# Why the metals come out too stiff

Squeeze one of these crystals by one per cent in volume and its bulk modulus rises by roughly four to five per cent. The atoms repel each other more steeply the closer they sit, so resistance to compression grows faster than the volume shrinks. A calculation that settles at too small a volume therefore reports too stiff a solid, with the volume error magnified. This lever accounts for most of the contrast in errors between the metals and the tetrahedral crystals below.

GPAW 26.7.0, PBEsol+D3 with plane waves, for ten elemental and binary crystals, without spin polarisation or spin–orbit coupling; Fermi–Dirac smearing 0.05 eV. Each computed bulk modulus is taken at the energy minimum of an equation-of-state fit to seven volumes, from 0.94 to 1.06 times that of the given cell.

```csv
formula,space group,volume of the given cell (Å³/atom),potentials or basis,wave cutoff (eV),k-mesh,computed bulk modulus (GPa),measured bulk modulus (GPa),range of the values found (GPa),"what was measured, and how",source,"computed over measured, less one (%)"
CdTe,F-43m,32.92,PAW data sets made by gpaw setup for the functional,600,6x6x6,46.1,42,one value,B0 of zincblende phase; high-pressure XRD; powder,arXiv:2306.14539 (2023),9.8
Ge,Fd-3m,22.64,PAW data sets made by gpaw setup for the functional,600,8x8x8,69.4,75.8,one value,bulk modulus of bulk Ge; not stated; bulk crystal,arXiv:1908.00180 (2019),-8.4
GaP,F-43m,20.24,PAW data sets made by gpaw setup for the functional,600,8x8x8,90.4,87.5,one value,"zero-pressure bulk modulus, 3rd-order Birch-Murnaghan fit with K' fixed at 4.5; single-crystal XRD in diamond anvil cell; bulk crystal",arXiv:1709.06667 (2017),3.3
BAs,F-43m,13.63,PAW data sets made by gpaw setup for the functional,800,8x8x8,145.2,148,one value,literature experimental value; not stated; bulk crystal,arXiv:1911.11281 (2019),-1.9
BP,F-43m,11.68,PAW data sets made by gpaw setup for the functional,800,10x10x10,174.2,174,173 to 179,"B0, Murnaghan EOS fit with V0 fixed at 93.45 A^3; XRD in diamond anvil cell; powder",arXiv:1505.05714 (2015),0.1
SiC,F-43m,10.35,PAW data sets made by gpaw setup for the functional,800,10x10x10,224.7,225,one value,bulk modulus B; quoted earlier experiment; bulk crystal,pmc:9505936 (2022),-0.1
Rh,Fm-3m,13.67,PAW data sets made by gpaw setup for the functional,600,12x12x12,309.6,264,one value,K0 from ultrasound; ultrasound; bulk crystal,pmc:11535440 (2024),17.3
W,Im-3m,15.85,PAW data sets made by gpaw setup for the functional,600,12x12x12,332.6,307,one value,"isotropic polycrystalline bulk modulus K, bounded above by the literature value in the fit; surface Brillouin spectroscopy; bulk crystal",arXiv:1710.07581 (2017),8.3
Ir,Fm-3m,14.06,PAW data sets made by gpaw setup for the functional,600,12x12x12,409.1,339,one value,"B0 at ambient pressure, third-order Birch-Murnaghan; high-pressure powder XRD; powder",pmc:6586894 (2019),20.7
C,Fd-3m,5.67,PAW data sets made by gpaw setup for the functional,800,10x10x10,452.4,442,441.8 to 444.8,B0 from ultrasound; ultrasonic measurement; bulk crystal,arXiv:cond-mat/0702656 (2007),2.4
```

## What sets the stiffness itself

Among the seven tetrahedral crystals, from CdTe to diamond, the computed modulus rises each time the volume per atom falls. Each pair of atoms has four bonding electron pairs, and packing them into less space makes the crystal harder to compress. The metals follow a different rule. Rh and BAs have nearly the same volume per atom, yet Rh is computed to be about twice as stiff. Its d electrons fill the bonding states and only part of the antibonding ones, so they hold each atom firmly to many neighbours at once.

The errors divide along the same line. All three metals are too stiff, by 15 % on average relative to measurement. The tetrahedral crystals miss in both directions, and their average error is below one per cent. That small average conceals single misses of up to 10 %.

## Follow iridium to its minimum

The bulk modulus is $B=-V\,dP/dV$, where $V$ is the volume and $P$ the pressure. Under pressure it grows as $B\approx B_0+B'P$, where $B_0$ is its value before the squeeze and $B'$ its pressure derivative. A small contraction by a fraction $x$ takes a pressure of about $B_0x$. The modulus therefore rises by a fraction of about $B'x$.

The computed modulus belongs to the volume of lowest energy, not to the given cell. For Ir that minimum lies 2.6 % below the given volume, and $B'$ is 5.0, so the modulus should gain about 13 %. The calculated pressures at volumes 2 % smaller and 2 % larger than the given one yield 359 GPa at the given cell, against 409 GPa at the minimum. That is a gain of 14 %, so the lever works as described. Since $B'$ comes from the same energy curve, this is a consistency check and not an independent test.

Rh and W behave in the same way, and each of the three metals contracts more from its given cell than any tetrahedral crystal does. W ends with the smallest error of the three mainly because it starts about 4 % too soft at its given cell; it does not contract less. The average errors of the two groups differ by 15 percentage points at the minima, but by only 3 points when every crystal is held at its given cell. The contrast is thus mainly one of volume, provided that the given cells lie close to the measured ones. That is expected for most of them, but the table confirms it only for BP. With three metals on one side and a wide scatter on the other, the remaining 3 points deserve no explanation of their own.

Iridium's listed error of 21 % also owes something to its reference. Other measurements lie higher, at a roughly recalled 360 GPa, and against that figure the error would be about 14 %. The metal would still be too stiff at its minimum, but close to measurement at the given cell.

## What the dispersion correction does

D3 adds an attraction between pairs of atoms, so it is an obvious suspect for the contraction. At the given cell of Ir it supplies about 8 of the 10 GPa that pull the crystal inward. Theory gives a reason for doubt here: conduction electrons screen the fluctuating dipoles behind dispersion, and a sum over atom pairs treats that screening poorly.

Yet D3 pulls on the tetrahedral crystals too. Compared with each crystal's own stiffness, its pull is on average no stronger in the metals. The difference lies in what it meets. Without D3, the metals and diamond would still shrink from their given cells, while the other six crystals would expand, BP only barely. In those six D3 works against an outward push; in the metals it adds to an inward one.

Its effect on the modulus has two parts. The pull $p$ shrinks the crystal and stiffens it by $B'p$. At fixed volume, however, D3 softens the crystal, because the attraction strengthens as the atoms approach and so helps the compression along. With $E_{\mathrm{D3}}$ for the dispersion energy, the total change is

$$\Delta B\approx B'p+V\,\frac{d^2E_{\mathrm{D3}}}{dV^2}.$$

For Ir the first part is $5.01\times8.24\approx41$ GPa and the second is about $-20$ GPa. D3 therefore adds some 21 GPa, and without it the modulus would be about 388 GPa, still 14 % above the listed measurement. The estimate has no adjustable constant, but it assumes a small shift in volume. It is least safe for CdTe, where the pull amounts to 6 % of the modulus.

Applied to every row, this estimate leaves the two groups 16 percentage points apart, about as far as before. D3 raises the computed moduli of both groups but does not create the contrast between them. The contrast is already present in the rest of the calculation. Its source shifts, though. Without D3 the leftover pressures would shrink the metals by only about 1 % or less, while CdTe, Ge and GaP would expand by more than 2 % and soften. Much of the contrast would then come from semiconductors that are too large, not from metals that are too small. The numbers cannot divide the blame between the functional and the atomic data sets, and they lack thermal softening, zero-point motion and spin–orbit coupling.

## Why BP looks perfect and Ge does not

BP and SiC share the smallest listed error, 0.1 % in size. For SiC the agreement also holds at the given cell, where the error is below half a per cent. For BP it does not. Its experiment was analysed with the volume fixed at 93.45 Å³ for eight atoms, which is the given volume of 11.68 Å³ per atom. At that volume the calculation is almost 8 % too soft. It then contracts by 2 %, and the resulting stiffening almost exactly fills the gap. The agreement comes from two errors that cancel.

Ge has nearly the same softness at its given cell, again about 8 %. Its volume hardly changes on the way to the minimum, so nothing hides the shortfall. BAs is equally soft at its given cell, but contraction recovers most of the loss. Seen this way, Ge is irregular because it lacks the compensation that flatters BP and BAs. The softening by D3 at fixed volume covers about half of the shortfall in Ge and BP; the cause of the rest is open.

Ge has a further flaw. Its computed band gap nearly vanishes at the given volume and is zero in the more expanded cells, although real Ge is a semiconductor. Whether this false closure affects the modulus was not tested.

CdTe and, more mildly, GaP look like exceptions: both are too stiff although their volumes hardly change. GaP is already about 4 % too stiff at its given cell, and these numbers do not show why. For CdTe the likely reason is that its given cell is short: the measured volume is roughly 34 Å³ per atom, a recalled figure, against 32.9 Å³ here. Slightly beyond that larger volume the calculation gives about 37 GPa, below the measured 42 GPa. If the recalled volume is right, CdTe is another case of stiffness gained by contraction. The small difference between the groups at the given cells would then grow by more than half, but it would stay well below the difference at the minima.

## What to do with such numbers

Compare volumes before comparing moduli. Multiply the fractional contraction from a trusted measured volume by $B'$, and you have the part of the stiffness that comes from the volume error. If the modulus agrees but the volume does not, as in BP, treat the agreement as a cancellation. The given cell can stand in for the measured one only after it has been checked, as CdTe shows.

Do not expect one choice about D3 to suit a metal and a semiconductor together. By the estimate above, leaving it out improves the three metals and, slightly, diamond, but worsens Ge, BAs, BP and SiC; GaP and CdTe are too close to call. A ratio taken across the two groups carries the mismatch with it. For W and SiC the computed ratio of bulk moduli is $332.6/224.7\approx1.48$, while the measured one is $307/225\approx1.36$. Nearly all of that excess comes from the metal, so correct its volume first.
